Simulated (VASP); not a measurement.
A run of VASP 6.6.1:

The input INCAR:

```
PREC = Accurate
ENCUT = 600
EDIFF = 1E-6
ISMEAR = 0
SIGMA = 0.03
LREAL = F
LASPH = T
NELM = 80
ALGO = Normal
ISIF = 3
LWAVE = F
LCHARG = F
GGA = PE
IBRION = 2
NSW = 90
EDIFFG = -0.01
PSTRESS = 420.0
```

Contents of KPOINTS:

```
Automatic mesh
0
Gamma
  8 8 4
```

POSCAR

```
Cl
1.0
    3.1450000000     -2.2500000000      0.0000000000
    3.1450000000      2.2500000000      0.0000000000
    0.0000000000      0.0000000000      8.2100000000
Cl
4
Direct
    0.8700000000      0.1300000000      0.1000000000
    0.6300000000      0.3700000000      0.6000000000
    0.1300000000      0.8700000000      0.9000000000
    0.3700000000      0.6300000000      0.4000000000
```

Potentials or basis: VASP PAW PBE potentials, release 64 (Cl).

The run is started by

```sh
$ cat potpaw_PBE.64/Cl/POTCAR > POTCAR
$ mpirun -np 1 vasp_std > vasp.out
```

Hardware: 1 thread of Intel(R) Xeon(R) Platinum 8488C (Sapphire Rapids), with other jobs on the host.

Q: How long does it take, and how much memory?

A: It took 32 min on 1 thread of Intel(R) Xeon(R) Platinum 8488C (Sapphire Rapids), with other jobs on the host, peak memory 0.33 GiB. Counts: scf iterations 240, k points 63, ion steps 33.
